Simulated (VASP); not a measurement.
Wanted: the native input for a VASP 6.6.1 run.

```
Task                   : single point
Functional             : PBE
Potentials or basis    : VASP PAW PBE potentials, release 64 (Ni)
Cutoff                 : 520 eV
k mesh                 : 18 × 18 × 1
Occupations            : methfessel-paxton, width 0.1 eV
Spin                   : collinear spin, ferromagnetic start
Starting moments       : [0.7, 0.7, 0.7, 0.7, 0.7, 0.7, 0.7] μB
Dipole correction      : yes
Further INCAR settings : ALGO = Normal; EDIFF = 1e-06; NBANDS = 48; AMIX = 0.2; BMIX = 0.0001
```

The structure of Ni lies in POSCAR:

```
Ni
1.0
    2.4864872600      0.0000000000      0.0000000000
   -1.2432436300      2.1533611300      0.0000000000
    0.0000000000      0.0000000000     27.1812500600
Ni
7
Direct
    0.6666666700      0.3333333300      0.2759255000
    0.3333333300      0.6666666700      0.3506170000
    0.0000000000      0.0000000000      0.4253085000
    0.6666666700      0.3333333300      0.5000000000
    0.3333333300      0.6666666700      0.5746915000
    0.0000000000      0.0000000000      0.6493830000
    0.6666666700      0.3333333300      0.7240745000
```

The slab is cut from a database's or a generator's crystal, which needn't be the stable form of the element.

These files were run (other wordings do the same):

INCAR

```
PREC     = Accurate       # precision mode
ENCUT    = 520            # plane-wave cutoff, eV
EDIFF    = 1E-6           # SCF threshold, eV
ISMEAR   = 1              # smearing method
SIGMA    = 0.1            # smearing width, eV
LREAL    = F              # projectors in reciprocal space
LASPH    = T              # aspherical terms in the spheres
NELM     = 150            # most SCF steps
ALGO     = Normal         # electronic algorithm
ISIF     = 2              # what is computed and relaxed
LWAVE    = F              # write WAVECAR
LCHARG   = F              # write CHGCAR
ISPIN    = 2              # spin polarisation
MAGMOM   = 0.7 0.7 0.7 0.7 0.7 0.7 0.7 # initial moments
LORBIT   = 11             # projections on sites
LMAXMIX  = 4              # l up to which the mixer works
LDIPOL   = T            
IDIPOL   = 3            
DIPOL    = 0.5 0.5 0.500
GGA      = PE             # functional
NBANDS   = 48             # bands
AMIX     = 0.2          
BMIX     = 1E-4         
AMIX_MAG = 0.8          
BMIX_MAG = 1E-4         
LVHAR    = T            
LVACPOTAV= T            
ICORELEVEL= 1            
KPAR     = 4
```

KPOINTS

```
regular mesh
0
Gamma
  18 18 1
```

Potentials or basis: VASP PAW PBE potentials, release 64 (Ni).

Launch:

```console
$ cat potpaw_PBE.64/Ni/POTCAR > POTCAR
$ mpirun -np 4 vasp_std > vasp.out
```

Results of the run:

```yaml
Largest_force: 0.153 eV/Å
Band_gap_on_the_k_mesh: none (metal or under the smearing width)
Net_moment: 4.53 μB per cell
Site_moments: Ni +0.68, +0.64, +0.63 μB
Valence_electrons_inside_the_program's_atomic_spheres: Ni 9.18, 9.30, 9.31
Work_function_of_the_upper_face: 5.04 eV
Work_function_of_the_lower_face: 5.04 eV
```

Run time: 7.6 min on 4 MPI ranks on Intel(R) Xeon(R) Platinum 8375C CPU @ 2.90GHz (Ice Lake), on a shared host, peak memory 0.54 GiB a rank.
